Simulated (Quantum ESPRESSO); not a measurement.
# GaAs (F-43m) in Quantum ESPRESSO: further runs

Runs on GaAs. Level: LDA. Tasks: single point.

Program: Quantum ESPRESSO 7.5. These are calculated values, not measurements. Logs are shortened: lines on timing, memory, paths and dates and some standing lists are left out, and cuts for length are marked.

## (1) The crystal as given

It takes space group F-43m (No. 216, cubic). Conventional cell: a = 5.654 Å, b = 5.654 Å, c = 5.654 Å, α = 90.00°, β = 90.00°, γ = 90.00°. As (site symmetry -43m) has 4 Ga at 2.45 Å as nearest neighbours. Ga (site symmetry -43m) is surrounded by 4 As at 2.45 Å.

## (2) Single point, LDA

Input file scf.in:

```
&CONTROL
  calculation = 'scf'
  prefix = 'pwscf'
  outdir = './tmp'
  pseudo_dir = './pseudo'
/
&SYSTEM
  ibrav = 0
  nat = 2
  ntyp = 2
  ecutwfc = 56
  nbnd = 21
  occupations = 'smearing'
  smearing = 'fd'
  degauss = 0.00367493
  force_symmorphic = .true.
/
&ELECTRONS
  conv_thr = 4d-10
  electron_maxstep = 120
  mixing_beta = 0.5
/
ATOMIC_SPECIES
As    74.9216 As.upf
Ga    69.7230 Ga.upf
CELL_PARAMETERS angstrom
   0.0000000000    2.8268500000    2.8268500000
   2.8268500000    0.0000000000    2.8268500000
   2.8268500000    2.8268500000    0.0000000000
ATOMIC_POSITIONS crystal
As     0.7500000000    0.7500000000    0.7500000000
Ga     0.0000000000    0.0000000000    0.0000000000
K_POINTS automatic
3 3 3 0 0 0
```

Input file nscf.in:

```
&CONTROL
  calculation = 'nscf'
  prefix = 'pwscf'
  outdir = './tmp'
  pseudo_dir = './pseudo'
/
&SYSTEM
  ibrav = 0
  nat = 2
  ntyp = 2
  ecutwfc = 56
  nbnd = 54
  occupations = 'fixed'
  force_symmorphic = .true.
/
&ELECTRONS
  conv_thr = 1d-08
  diago_full_acc = .true.
  diago_thr_init = 1d-06
/
ATOMIC_SPECIES
As    74.9216 As.upf
Ga    69.7230 Ga.upf
CELL_PARAMETERS angstrom
   0.0000000000    2.8268500000    2.8268500000
   2.8268500000    0.0000000000    2.8268500000
   2.8268500000    2.8268500000    0.0000000000
ATOMIC_POSITIONS crystal
As     0.7500000000    0.7500000000    0.7500000000
Ga     0.0000000000    0.0000000000    0.0000000000
K_POINTS automatic
3 3 3 0 0 0
```

Potentials or basis: PseudoDojo 0.4.1 SR LDA standard.

Command:

```sh
$ OMP_NUM_THREADS=1 pw.x -in scf.in > scf.out
$ OMP_NUM_THREADS=1 pw.x -in nscf.in > nscf.out
```

scf.out:

```text
This program is part of the open-source Quantum ESPRESSO suite
     for quantum simulation of materials; please cite
[... 9 lines left out ...]
     --------------------
     sticks:   dense  smooth     PW     G-vecs:    dense   smooth      PW
     Sum         871     871    253                17153    17153    2685

     Using Slab Decomposition

     bravais-lattice index     =            0
     lattice parameter (alat)  =       7.5547  a.u.
     unit-cell volume          =     304.8842 (a.u.)^3
     number of atoms/cell      =            2
     number of atomic types    =            2
     number of electrons       =        28.00
     number of Kohn-Sham states=           21
     kinetic-energy cutoff     =      56.0000  Ry
     charge density cutoff     =     224.0000  Ry
     scf convergence threshold =      4.0E-10
     mixing beta               =       0.5000
     number of iterations used =            8  plain     mixing
     Exchange-correlation= SLA  PW   NOGX NOGC
                           (   1   4   0   0   0   0   0)

     celldm(1)=   7.554690  celldm(2)=   0.000000  celldm(3)=   0.000000
     celldm(4)=   0.000000  celldm(5)=   0.000000  celldm(6)=   0.000000

     crystal axes: (cart. coord. in units of alat)
               a(1) = (   0.000000   0.707107   0.707107 )
               a(2) = (   0.707107   0.000000   0.707107 )
               a(3) = (   0.707107   0.707107   0.000000 )

     reciprocal axes: (cart. coord. in units 2 pi/alat)
               b(1) = ( -0.707107  0.707107  0.707107 )
               b(2) = (  0.707107 -0.707107  0.707107 )
               b(3) = (  0.707107  0.707107 -0.707107 )

     PseudoPot. # 1 for As read from file:
     As.upf
     Pseudo is Norm-conserving + core correction, Zval = 15.0
     Generated using ONCVPSP code by D. R. Hamann
     Using radial grid of 1326 points,  6 beta functions with:
                l(1) =   0
                l(2) =   0
                l(3) =   1
                l(4) =   1
                l(5) =   2
                l(6) =   2

     PseudoPot. # 2 for Ga read from file:
     Ga.upf
     Pseudo is Norm-conserving + core correction, Zval = 13.0
     Generated using ONCVPSP code by D. R. Hamann
     Using radial grid of 1858 points,  6 beta functions with:
                l(1) =   0
                l(2) =   0
                l(3) =   1
                l(4) =   1
                l(5) =   2
                l(6) =   2

     atomic species   valence    mass     pseudopotential
     As               15.00    74.92160     As( 1.00)
     Ga               13.00    69.72300     Ga( 1.00)

     24 Sym. Ops. (no inversion) found

   Cartesian axes

     site n.     atom                  positions (alat units)
         1        As     tau(   1) = (   1.0606602   1.0606602   1.0606602  )
         2        Ga     tau(   2) = (   0.0000000   0.0000000   0.0000000  )

     number of k points=     4  Fermi-Dirac smearing, width (Ry)=  0.0037
                       cart. coord. in units 2pi/alat
        k(    1) = (   0.0000000   0.0000000   0.0000000), wk =   0.0740741
        k(    2) = (   0.2357023   0.2357023  -0.2357023), wk =   0.5925926
        k(    3) = (   0.4714045   0.0000000  -0.0000000), wk =   0.4444444
        k(    4) = (  -0.0000000  -0.4714045   0.4714045), wk =   0.8888889

     Dense  grid:    17153 G-vectors     FFT dimensions: (  36,  36,  36)

     Initial potential from superposition of free atoms

     starting charge      27.9977, renormalised to      28.0000
     Starting wfcs are   18 randomized atomic wfcs +    3 random wfcs

     Self-consistent Calculation

     iteration #  1     ecut=    56.00 Ry     beta= 0.50
     Davidson diagonalization with overlap
     ethr =  1.00E-02,  avg # of iterations =  6.0

     Threshold (ethr) on eigenvalues was too large:
     Diagonalizing with lowered threshold

     Davidson diagonalization with overlap
     ethr =  3.36E-04,  avg # of iterations =  1.8

     total energy              =    -364.21868686 Ry
     estimated scf accuracy    <       0.09509958 Ry

     iteration #  2     ecut=    56.00 Ry     beta= 0.50
     Davidson diagonalization with overlap
     ethr =  3.40E-04,  avg # of iterations =  1.8

     total energy              =    -364.22522759 Ry
     estimated scf accuracy    <       0.01050970 Ry

     iteration #  3     ecut=    56.00 Ry     beta= 0.50
     Davidson diagonalization with overlap
     ethr =  3.75E-05,  avg # of iterations =  2.0

     total energy              =    -364.22601051 Ry
     estimated scf accuracy    <       0.00099760 Ry

     iteration #  4     ecut=    56.00 Ry     beta= 0.50
     Davidson diagonalization with overlap
     ethr =  3.56E-06,  avg # of iterations =  4.5

     total energy              =    -364.22611928 Ry
     estimated scf accuracy    <       0.00004885 Ry

     iteration #  5     ecut=    56.00 Ry     beta= 0.50
     Davidson diagonalization with overlap
     ethr =  1.74E-07,  avg # of iterations =  2.0

     total energy              =    -364.22612425 Ry
     estimated scf accuracy    <       0.00000165 Ry

     iteration #  6     ecut=    56.00 Ry     beta= 0.50
     Davidson diagonalization with overlap
     ethr =  5.90E-09,  avg # of iterations =  2.0

     total energy              =    -364.22612441 Ry
     estimated scf accuracy    <       0.00000004 Ry

     iteration #  7     ecut=    56.00 Ry     beta= 0.50
     Davidson diagonalization with overlap
     ethr =  1.28E-10,  avg # of iterations =  2.8

     total energy              =    -364.22612442 Ry
     estimated scf accuracy    <          3.3E-09 Ry

     iteration #  8     ecut=    56.00 Ry     beta= 0.50
     Davidson diagonalization with overlap
     ethr =  1.19E-11,  avg # of iterations =  2.0

     total energy              =    -364.22612442 Ry
     estimated scf accuracy    <          2.5E-09 Ry

     iteration #  9     ecut=    56.00 Ry     beta= 0.50
     Davidson diagonalization with overlap
     ethr =  8.96E-12,  avg # of iterations =  2.0

     End of self-consistent calculation

          k = 0.0000 0.0000 0.0000 (  2109 PWs)   bands (ev):

   -26.9727 -26.9727 -26.9474 -26.9474 -26.9474  -6.5353  -6.5353  -6.5353
    -6.4827  -6.4827  -4.1962   8.6165   8.6165   8.6165   8.8156  12.2670
    12.2670  12.2670  15.8746  18.9379  18.9380

          k = 0.2357 0.2357-0.2357 (  2151 PWs)   bands (ev):

   -27.0450 -27.0450 -26.9976 -26.9880 -26.9880  -6.6125  -6.5488  -6.5488
    -6.4973  -6.4973  -3.0521   3.1249   7.6722   7.6722   9.6132  13.2385
    13.2385  15.6601  17.1240  18.2965  18.2965

          k = 0.4714 0.0000-0.0000 (  2137 PWs)   bands (ev):

   -27.0377 -27.0094 -27.0094 -26.9409 -26.9400  -6.6150  -6.5265  -6.5265
    -6.4984  -6.4832  -2.6386   3.1373   6.3544   6.3544  10.0354  11.1015
    16.5504  16.5504  17.0771  20.7121  21.4124

          k =-0.0000-0.4714 0.4714 (  2165 PWs)   bands (ev):

   -27.0656 -27.0533 -27.0479 -27.0258 -26.9665  -6.6557  -6.5421  -6.5407
    -6.5078  -6.4995  -1.8812   2.0323   4.5758   6.6272  10.6985  14.3651
    15.7088  15.9220  16.2512  18.3159  22.6742

     the Fermi energy is     8.7474 ev

!    total energy              =    -364.22612442 Ry
     estimated scf accuracy    <          2.7E-10 Ry
     smearing contrib. (-TS)   =      -0.00034038 Ry
     internal energy E=F+TS    =    -364.22578405 Ry

     The total energy is F=E-TS. E is the sum of the following terms:
     one-electron contribution =    -192.30191885 Ry
     hartree contribution      =     114.10575123 Ry
     xc contribution           =     -87.67678260 Ry
     ewald contribution        =    -198.35283382 Ry

     convergence has been achieved in   9 iterations

=------------------------------------------------------------------------------=
   JOB DONE.
=------------------------------------------------------------------------------=
```

Run time: 6.5 s. Hardware: 1 thread of Arm Neoverse V1, shared host; peak memory 0.05 GiB.

Results:

```
Band gap on the k mesh, mean-field level : 0.20 eV, direct
```

Caveat: the k mesh is coarse (spacing up to 0.64 Å⁻¹), so the values aren't converged; a mesh with odd counts misses the zone's faces, so its gaps can be larger than the crystal's. As with any semilocal functional, this LDA gap is likely too small.

## (3) Single point, LDA

Edit scf.in of step 2 so:

```diff
@@ -10,3 +10,3 @@
   ntyp = 2
-  ecutwfc = 56
+  ecutwfc = 68
   nbnd = 21
```

Edit nscf.in of step 2 so:

```diff
@@ -10,3 +10,3 @@
   ntyp = 2
-  ecutwfc = 56
+  ecutwfc = 68
   nbnd = 54
```

Potentials or basis: PseudoDojo 0.4.1 SR LDA standard.

Command:

```sh
$ OMP_NUM_THREADS=1 pw.x -in scf.in > scf.out
$ OMP_NUM_THREADS=1 pw.x -in nscf.in > nscf.out
```

It took 8.2 s on 1 thread of Arm Neoverse V1, shared host; peak memory 0.05 GiB.

Results (log left out):

```yaml
Band_gap_on_the_k_mesh_mean-field_level: 0.23 eV, direct
```

Levels at points of the mesh, in eV from the valence-band top:
| k point | band 11 | band 12 | band 13 | band 14 | band 15 | band 16 | band 17 | band 18 |
| --- | --- | --- | --- | --- | --- | --- | --- | --- |
| (0.00, 0.00, 0.00) | -12.80 | 0.00 | 0.00 | 0.00 | 0.23 | 3.60 | 3.60 | 3.60 |

Caveat: the k mesh is coarse (spacing up to 0.64 Å⁻¹), so the values aren't converged; a mesh with odd counts misses the zone's faces, so its gaps can be larger than the crystal's.

## (4) Single point, LDA

Edit scf.in of step 3 so:

```diff
@@ -10,3 +10,3 @@
   ntyp = 2
-  ecutwfc = 68
+  ecutwfc = 80
   nbnd = 21
```

Edit nscf.in of step 3 so:

```diff
@@ -10,3 +10,3 @@
   ntyp = 2
-  ecutwfc = 68
+  ecutwfc = 80
   nbnd = 54
```

Command:

```sh
$ OMP_NUM_THREADS=1 pw.x -in scf.in > scf.out
$ OMP_NUM_THREADS=1 pw.x -in nscf.in > nscf.out
```

It took 13 s on 1 thread of Arm Neoverse V1, shared host; peak memory 0.05 GiB.

The run converged. Its results:

| Item | Value |
| --- | --- |
| Band gap on the k mesh, mean-field level | 0.24 eV, direct |

Levels at points of the mesh, in eV from the valence-band top:
```tsv
k point	band 10	band 11	band 12	band 13	band 14	band 15	band 16	band 17	band 18	band 19
(0.00, 0.00, 0.00)	-14.97	-12.80	0.00	0.00	0.00	0.24	3.60	3.60	3.60	7.25
```

Caveat: the k mesh is coarse (spacing up to 0.64 Å⁻¹), so the values aren't converged; a mesh with odd counts misses the zone's faces, so its gaps can be larger than the crystal's.

## (5) Single point, LDA

Edit scf.in of step 4 so:

```diff
@@ -10,3 +10,3 @@
   ntyp = 2
-  ecutwfc = 80
+  ecutwfc = 96
   nbnd = 21
```

Edit nscf.in of step 4 so:

```diff
@@ -10,3 +10,3 @@
   ntyp = 2
-  ecutwfc = 80
+  ecutwfc = 96
   nbnd = 54
```

Command:

```sh
$ OMP_NUM_THREADS=1 pw.x -in scf.in > scf.out
$ OMP_NUM_THREADS=1 pw.x -in nscf.in > nscf.out
```

Run time: 16 s. Hardware: 1 thread of Arm Neoverse V1, shared host; peak memory 0.06 GiB.

It converged, with:

| Property | Result |
| --- | --- |
| Band gap on the k mesh, mean-field level | 0.24 eV, direct |

Levels at points of the mesh, in eV from the valence-band top:
| k point | band 11 | band 12 | band 13 | band 14 | band 15 | band 16 | band 17 | band 18 |
| --- | --- | --- | --- | --- | --- | --- | --- | --- |
| (0.00, 0.00, 0.00) | -12.80 | 0.00 | 0.00 | 0.00 | 0.24 | 3.60 | 3.60 | 3.60 |

Caveat: the k mesh is coarse (spacing up to 0.64 Å⁻¹), so the values aren't converged; a mesh with odd counts misses the zone's faces, so its gaps can be larger than the crystal's.

## (6) Summary

| cutoff (eV) | gap on the mesh (eV) |
| --- | --- |
| 762 | 0.20 |
| 925 | 0.23 |
| 1088 | 0.24 |
| 1306 | 0.24 |

Alike in all rows: task single point; level LDA; potentials or basis PseudoDojo 0.4.1 SR LDA standard; no spin polarisation; cell as given; k mesh 3 × 3 × 3; smearing fixed; the mesh is coarse, so values aren't converged.

Caveats: all runs use coarse meshes; a mesh with odd counts misses the zone's faces, so its gaps can be larger than the crystal's.

Total energies depend on the potentials used, so only differences within one code and one set of settings carry meaning.
